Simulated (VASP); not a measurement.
# LiH (rocksalt): a r²SCAN single-point calculation in VASP

INCAR

```
ALGO = Normal
METAGGA = R2SCAN
ISMEAR = 0
SIGMA = 0.01
EDIFF = 1E-7
NBANDS = 9
NELM = 120
PREC = Accurate
IBRION = -1
LREAL = .FALSE.
LWAVE = .FALSE.
LASPH = .TRUE.
ISIF = 2
LCHARG = .FALSE.
ENCUT = 520
NSW = 0
```

KPOINTS

```
KPOINTS created by Atomic Simulation Environment
0
Gamma
10 10 10
0 0 0
```

KPOINTS_OPT

```
special points
6
Reciprocal
0.0000000000 0.0000000000 0.0000000000 1
0.5000000000 0.0000000000 0.5000000000 1
0.5000000000 0.2500000000 0.7500000000 1
0.3750000000 0.3750000000 0.7500000000 1
0.5000000000 0.5000000000 0.5000000000 1
0.6250000000 0.2500000000 0.6250000000 1
```

POSCAR

```
Li H
 1.0000000000000000
     0.0000000000000000    2.0029948450999999    2.0029948450999999
     2.0029948450999999    0.0000000000000000    2.0029948450999999
     2.0029948450999999    2.0029948450999999    0.0000000000000000
 Li  H
   1   1
Cartesian
  0.0000000000000000  0.0000000000000000  0.0000000000000000
  2.0029948450999999  2.0029948450999999  2.0029948450999999
```

VASP ran with the recommended PBE PAW datasets (4 valence electrons in the cell).

Command

```
mpirun -np 1 vasp_std
```

OSZICAR

```
N       E                     dE             d eps       ncg     rms          rms(c)
DAV:   1    -0.219141947762E+01   -0.21914E+01   -0.13428E+03   854   0.392E+02
DAV:   2    -0.734736247528E+01   -0.51559E+01   -0.51261E+01  1191   0.598E+01
DAV:   3    -0.740991783126E+01   -0.62555E-01   -0.62535E-01  1010   0.566E+00
DAV:   4    -0.741029945754E+01   -0.38163E-03   -0.38157E-03  1208   0.366E-01
DAV:   5    -0.741030329798E+01   -0.38404E-05   -0.38404E-05  1049   0.248E-02    0.273E+00
DAV:   6    -0.688036383319E+01    0.52994E+00   -0.16349E-01  1048   0.265E+00    0.161E+00
DAV:   7    -0.681669433973E+01    0.63669E-01   -0.19316E-01   868   0.205E+00    0.287E-01
DAV:   8    -0.681712891762E+01   -0.43458E-03   -0.62983E-03   996   0.541E-01    0.120E-01
DAV:   9    -0.681761611721E+01   -0.48720E-03   -0.10575E-03  1015   0.233E-01    0.221E-02
DAV:  10    -0.681760982526E+01    0.62919E-05   -0.48410E-05   972   0.538E-02    0.317E-03
DAV:  11    -0.681760950423E+01    0.32103E-06   -0.16939E-06  1120   0.129E-02    0.543E-04
DAV:  12    -0.681760912258E+01    0.38165E-06   -0.54695E-08  1092   0.174E-03    0.311E-04
DAV:  13    -0.681760918411E+01   -0.61527E-07   -0.23789E-09   576   0.400E-04
   1 F= -.68176092E+01 E0= -.68176092E+01  d E =0.000000E+00
       N       E                     dE             ncg
DAV:   1     0.260393534883E+03   -0.14246E+04      108
DAV:   2     0.225972707130E+03   -0.34421E+02      137
DAV:   3     0.225375929582E+03   -0.59678E+00      143
DAV:   4     0.225374288072E+03   -0.16415E-02      158
DAV:   5     0.225374284920E+03   -0.31520E-05      144
DAV:   6     0.225374284891E+03   -0.28997E-07      149
```

From OUTCAR

```
k-points           NKPTS =     47   k-points in BZ     NKDIM =     47   number of bands    NBANDS=      9

   NELECT =       4.0000    total number of electrons

   dimension x,y,z NGX =    24 NGY =   24 NGZ =   24
   dimension x,y,z NGXF=    48 NGYF=   48 NGZF=   48

  energy-cutoff  :      520.00
  volume of cell :       16.07
      direct lattice vectors                 reciprocal lattice vectors
     0.000000000  2.002994845  2.002994845    -0.249626204  0.249626204  0.249626204
     2.002994845  0.000000000  2.002994845     0.249626204 -0.249626204  0.249626204
     2.002994845  2.002994845  0.000000000     0.249626204  0.249626204 -0.249626204

 k-points in reciprocal lattice and weights: KPOINTS created by Atomic Simulation Env
   0.00000000  0.00000000  0.00000000       0.001
   0.10000000  0.00000000  0.00000000       0.008
   0.20000000  0.00000000  0.00000000       0.008
   0.30000000  0.00000000  0.00000000       0.008
   0.40000000  0.00000000  0.00000000       0.008
   0.50000000  0.00000000  0.00000000       0.004
   0.10000000  0.10000000  0.00000000       0.006
   0.20000000  0.10000000  0.00000000       0.024
   ...

 E-fermi :   0.0541

 k-point     1 :       0.0000    0.0000    0.0000
  band No.  band energies     occupation
      1     -45.9096      2.00000
      2      -5.6307      2.00000
      3      17.4878      0.00000
      4      19.2414      0.00000
      5      19.2414      0.00000
      6      19.2420      0.00000
      7      23.6701      0.00000
      8      23.6701      0.00000
      9      23.6703      0.00000

 k-point     2 :       0.1000    0.0000    0.0000
  band No.  band energies     occupation
      1     -45.9055      2.00000
      2      -5.4505      2.00000
      3      15.7091      0.00000
      4      18.2285      0.00000
      5      18.7871      0.00000
      6      18.7876      0.00000
      7      23.4408      0.00000
      8      24.6511      0.00000
      9      24.6513      0.00000

 k-point     3 :       0.2000    0.0000    0.0000
  band No.  band energies     occupation
      1     -45.8942      2.00000
      2      -4.9248      2.00000
      3      12.1797      0.00000
      4      16.8937      0.00000
      5      18.1056      0.00000
      6      18.1061      0.00000
      7      24.4372      0.00000
      8      24.4374      0.00000
      9      24.4894      0.00000

 k-point     4 :       0.3000    0.0000    0.0000
  band No.  band energies     occupation
      1     -45.8802      2.00000
      2      -4.1209      2.00000
      3       8.8847      0.00000
      4      15.7670      0.00000
      5      17.7428      0.00000
      6      17.7433      0.00000
      7      22.1279      0.00000
      8      22.1281      0.00000
      9      26.1929      0.00000

 k-point     5 :       0.4000    0.0000    0.0000
  band No.  band energies     occupation
      1     -45.8689      2.00000
      2      -3.2494      2.00000
      3       6.4563      0.00000
      4      15.0327      0.00000
      5      17.7984      0.00000
      6      17.7990      0.00000
      7      20.4111      0.00000
      8      20.4111      0.00000
      9      28.1524      0.00000

 k-point     6 :       0.5000    0.0000    0.0000
  band No.  band energies     occupation
      1     -45.8647      2.00000
      2      -2.8212      2.00000
      3       5.4999      0.00000
      4      14.7783      0.00000
      5      17.9973      0.00000
      6      17.9979      0.00000
      7      19.6515      0.00000
      8      19.6515      0.00000
      9      29.2630      0.00000

 k-point     7 :       0.1000    0.1000    0.0000
  band No.  band energies     occupation
      1     -45.9041      2.00000
      2      -5.3874      2.00000
      3      15.9776      0.00000
      4      17.3777      0.00000
      5      17.3780      0.00000
      6      20.3130      0.00000
      7      21.0058      0.00000
      8      26.2299      0.00000
      9      26.2420      0.00000

 k-point     8 :       0.2000    0.1000    0.0000
  band No.  band energies     occupation
      1     -45.8952      2.00000
      2      -4.9669      2.00000
      3      13.3320      0.00000
      4      15.9826      0.00000
      5      16.2902      0.00000
      6      20.0679      0.00000
      7      21.4235      0.00000
      8      24.5058      0.00000
      9      27.7259      0.00000

 k-point     9 :       0.3000    0.1000    0.0000
  band No.  band energies     occupation
      1     -45.8822      2.00000
      2      -4.2318      2.00000
      3       9.9424      0.00000
      4      14.6710      0.00000
      5      15.6916      0.00000
      6      19.2199      0.00000
      7      22.8445      0.00000
      8      23.7508      0.00000
      9      25.5493      0.00000

 k-point    10 :       0.4000    0.1000    0.0000
  band No.  band energies     occupation
      1     -45.8700      2.00000
      2      -3.3281      2.00000
      3       7.1746      0.00000
      4      13.6688      0.00000
      5      15.6306      0.00000
      6      18.2507      0.00000
      7      22.2900      0.00000
      8      23.5497      0.00000
      9      26.3131      0.00000

 k-point    11 :       0.5000    0.1000    0.0000
  band No.  band energies     occupation
      1     -45.8634      2.00000
      2      -2.6664      2.00000
      3       5.6454      0.00000
      4      13.0781      0.00000
      5      16.1157      0.00000
      6      17.4333      0.00000
      7      22.0927      0.00000
      8      22.4661      0.00000
      9      28.8303      0.00000

 k-point    12 :      -0.4000    0.1000    0.0000
  band No.  band energies     occupation
      1     -45.8648      2.00000
      2      -2.8260      2.00000
      3       5.9874      0.00000
      4      12.9264      0.00000
      5      17.0118      0.00000
      6      17.1328      0.00000
      7      21.2119      0.00000
      8      23.3191      0.00000
      9      28.6896      0.00000

 k-point    13 :      -0.3000    0.1000    0.0000
  band No.  band energies     occupation
      1     -45.8737      2.00000
      2      -3.6411      2.00000
      3       8.0283      0.00000
      4      13.1954      0.00000
      5      17.0969      0.00000
      6      18.5765      0.00000
      7      20.9779      0.00000
      8      24.7068      0.00000
      9      26.5894      0.00000

 k-point    14 :      -0.2000    0.1000    0.0000
  band No.  band energies     occupation
      1     -45.8868      2.00000
      2      -4.5156      2.00000
      3      11.0995      0.00000
      4      13.8636      0.00000
      5      17.6576      0.00000
      6      19.7921      0.00000
      7      21.8948      0.00000
      8      24.5138      0.00000
      9      26.3045      0.00000

 k-point    15 :      -0.1000    0.1000    0.0000
  band No.  band energies     occupation
      1     -45.8989      2.00000
      2      -5.1514      2.00000
      3      14.3060      0.00000
      4      15.3109      0.00000
      5      18.3838      0.00000
      6      19.8763      0.00000
      7      23.3250      0.00000
      8      24.3259      0.00000
      9      24.4486      0.00000

 k-point    16 :       0.2000    0.2000    0.0000
  band No.  band energies     occupation
      1     -45.8893      2.00000
      2      -4.6400      2.00000
      3      13.0194      0.00000
      4      14.9331      0.00000
      5      14.9334      0.00000
      6      18.3432      0.00000
      7      19.9254      0.00000
      8      26.4083      0.00000
      9      30.4014      0.00000

 k-point    17 :       0.3000    0.2000    0.0000
  band No.  band energies     occupation
      1     -45.8786      2.00000
      2      -3.9707      2.00000
      3      10.5763      0.00000
      4      13.1471      0.00000
      5      14.1121      0.00000
      6      18.6790      0.00000
      7      19.7639      0.00000
      8      26.9070      0.00000
      9      29.5302      0.00000

 k-point    18 :       0.4000    0.2000    0.0000
  band No.  band energies     occupation
      1     -45.8675      2.00000
      2      -3.0570      2.00000
      3       7.8665      0.00000
      4      11.5175      0.00000
      5      13.8485      0.00000
      6      18.2389      0.00000
      7      21.9174      0.00000
      8      26.9577      0.00000
      9      27.4070      0.00000

 k-point    19 :       0.5000    0.2000    0.0000
  band No.  band energies     occupation
      1     -45.8600      2.00000
      2      -2.2147      2.00000
      3       5.9601      0.00000
      4      10.4715      0.00000
      5      14.1503      0.00000
      6      17.6152      0.00000
      7      24.5952      0.00000
      8      25.7249      0.00000
      9      27.7713      0.00000

 ...

  Total       -0.0535787     -0.0535787     -0.0535787      0.0000000      0.0000000      0.0000000
  in kB       -5.3411324     -5.3411324     -5.3411324      0.0000000      0.0000000      0.0000000
  external PRESSURE =      -5.3411324 kB  Pullay stress =       0.0000000 kB

 POSITION                                       TOTAL-FORCE (eV/Angst)
 -----------------------------------------------------------------------------------
      0.00000      0.00000      0.00000         0.000000      0.000000      0.000000
      2.00299      2.00299      2.00299         0.000000      0.000000      0.000000
 -----------------------------------------------------------------------------------
    total drift:                                0.000000     -0.000000     -0.000000

  FREE ENERGIE OF THE ION-ELECTRON SYSTEM (eV)
  ---------------------------------------------------
  free  energy   TOTEN  =        -6.8176091841 eV

  energy  without entropy=       -6.8176091841  energy(sigma->0) =       -6.81760918
```

```json
{"gap between bands v and c": "3.58 eV", "least direct gap": "3.58 eV", "pressure": "-0.5 GPa"}
```

Band v is the last that the valence electrons fill when counted band by band, and c is the next.

The run took about 11 s on one core of a shared host (Intel Xeon 6975P-C) and held 0.14 GiB at most.
